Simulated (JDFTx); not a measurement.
**InP under changes of volume**

One of the cells (25.167 Å³/atom); the others are scaled copies at fixed shape and fractional positions:

```xyz
2
Lattice="0.0000 2.9305 2.9305 2.9305 0.0000 2.9305 2.9305 2.9305 0.0000" Properties=species:S:1:pos:R:3 pbc="T T T"
In    0.0000    0.0000    0.0000
P     4.3957    4.3957    4.3957
```

* Program: JDFTx 1.7.0 (patched build)
* Functional: LDA
* Potentials or basis: PseudoDojo-SR-LDA-0.4.1-standard with smoothed tails
* Cutoff: 952 eV
* Density cutoff: 7619 eV
* k mesh: 8 × 8 × 8
* Occupations: fermi-dirac, width 0.05 eV
* Spin: no spin polarisation

```tsv
volume (Å³/atom)	energy over the lowest point (meV/atom)	pressure (GPa)	gap on the mesh (eV)
23.657	?	?	?
24.160	2.51	1.6	0.71
24.663	0.00	0.0	0.60
25.167	2.09	-1.3	0.49
25.670	8.27	-2.6	0.38
26.173	18.10	-3.7	0.27
26.677	31.16	-4.6	0.17
```

Q: What does the run at 23.657 Å³/atom give?

A: Energy over the lowest point 10.16 meV/atom; pressure 3.3 GPa; gap on the mesh 0.82 eV.

Worked out: A Birch-Murnaghan fit of order 3 (a polynomial in V^(-2/3)) to the other rows has its minimum at 24.68 Å³/atom with B0 = V·E''(V) = 72 GPa and B' = 4.8. It gives 10.21 meV/atom at 23.657 Å³/atom, against the run's 10.16, and -dE/dV = 3.3 GPa, against 3.3. A straight line through the other rows of the gap, of slope -5.48 eV per unit of ln V (its deformation potential), extrapolates to 0.83 eV, against the run's 0.82.

Energies are extrapolated to zero smearing.

Caveats: spin-orbit coupling is left out, which moves the levels of the heavy elements.
